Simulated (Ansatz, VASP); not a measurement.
## One calculation of TaN, two programs

File INCAR:

```
SYSTEM = TaN
ALGO     = Normal         ! electronic algorithm
EDIFF    = 1E-8           ! SCF threshold, eV
ENCUT    = 520            ! plane-wave cutoff, eV
GGA      = PS             ! functional
ISIF     = 2              ! what is computed and relaxed
ISMEAR   = -1             ! smearing method
LASPH    = .TRUE.         ! aspherical terms in the spheres
LCHARG   = .FALSE.        ! write CHGCAR
LEFG     = .TRUE.       
LREAL    = .FALSE.        ! projectors in reciprocal space
LWAVE    = .FALSE.        ! write WAVECAR
NBANDS   = 15             ! bands
NELM     = 80             ! most SCF steps
PREC     = Accurate       ! precision mode
SIGMA    = 0.02           ! smearing width, eV
```

The input KPOINTS:

```
k-points
0
G
  9 9 9
  0 0 0
```

The input POSCAR:

```
TaN
1.0
   -0.0435800000      2.1572100000      2.1572100000
    2.1572100000     -0.0435800000      2.1572100000
    2.1572100000      2.1572100000     -0.0435800000
Ta N
1 1
Direct
    0.5000000000      0.5000000000      0.5000000000
    0.0000000000      0.0000000000      0.0000000000
```

Input for Ansatz:

```yaml
crystal:
  lattice:
    - [-0.04358, 2.15721, 2.15721]
    - [2.15721, -0.04358, 2.15721]
    - [2.15721, 2.15721, -0.04358]
  atoms:
    - { symbol: Ta, position: [0.5, 0.5, 0.5] }
    - { symbol: "N", position: [0.0, 0.0, 0.0] }
kpoints:
  mp_grid: { grid: [9, 9, 9] }
scf:
  occupations: { method: fermi_dirac, width: 0.02 }
hamiltonian:
  xc: pbesol
  pseudopotentials: { kind: all_electron, datasets: crystal }
output:
  forces: true
  stress: true
  eigenvalues: true
  efg: { contact_densities: true }
```

Change from the starting cell: equal xy, yz and zx shear strains of -2 %, crystal datasets.

Alike in both runs: task electric field gradients; functional PBEsol; k mesh 9 × 9 × 9; occupations fermi-dirac, width 0.02 eV; no spin polarisation.

|  | VASP | Ansatz |
| --- | --- | --- |
| version | VASP 6.6.1 | Ansatz 0.2.0 |
| potentials or method | VASP PAW PBE potentials, release 64 (Ta_pv, N) | all-electron PAW with datasets made for the crystal, scalar-relativistic |
| plane-wave cutoff (eV) | 520 | see its input |

Ansatz gave:

- pressure (GPa): 4.5
- largest component of the traceless stress (GPa): 0.88
- Vzz of the field gradient on the site that differs most (V/Å²): 1.3

Problem. Which values does VASP return?

Solution. Pressure (GPa): 5.6; largest component of the traceless stress (GPa): 0.86; Vzz of the field gradient on the site that differs most (V/Å²): 5.2.

Ansatz ran all-electron here, so the differences hold the error of VASP's frozen core and of both bases. Ansatz warned: «gradients_without_spin_orbit».

Caveats: the PAW data sets were made with another functional, which shifts forces and pressure a little (VASP). The runs have no spin-orbit coupling, so splittings on Ta are missing.
